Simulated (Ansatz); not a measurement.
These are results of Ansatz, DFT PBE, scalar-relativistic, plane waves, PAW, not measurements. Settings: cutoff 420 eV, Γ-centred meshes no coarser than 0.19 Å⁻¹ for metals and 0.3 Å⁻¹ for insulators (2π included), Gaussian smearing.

All energies are static (0 K, no zero-point motion). The comparison covers the computed candidates alone. For metals, differences of a few meV/atom aren't resolved. Spin–orbit coupling is left out. No run is spin-polarised.

6 distinct structures were compared, and only named types are asked about.

(1) Which is lower for TaN, the rock salt or the tungsten carbide structure, and by how much?

(2) Which is lower for TaN, the rock salt or the wurtzite structure, and by how much?

(3) Which is lower for TaN, the wurtzite or the tungsten carbide structure, and by how much?

Results:

(1) The tungsten carbide structure, by 308 meV/atom. It takes 10.9 Å³/atom against 10.8.

(2) The rock salt structure, by 70 meV/atom. It takes 10.8 Å³/atom against 13.1.

(3) The tungsten carbide structure, by 378 meV/atom. It takes 10.9 Å³/atom against 13.1.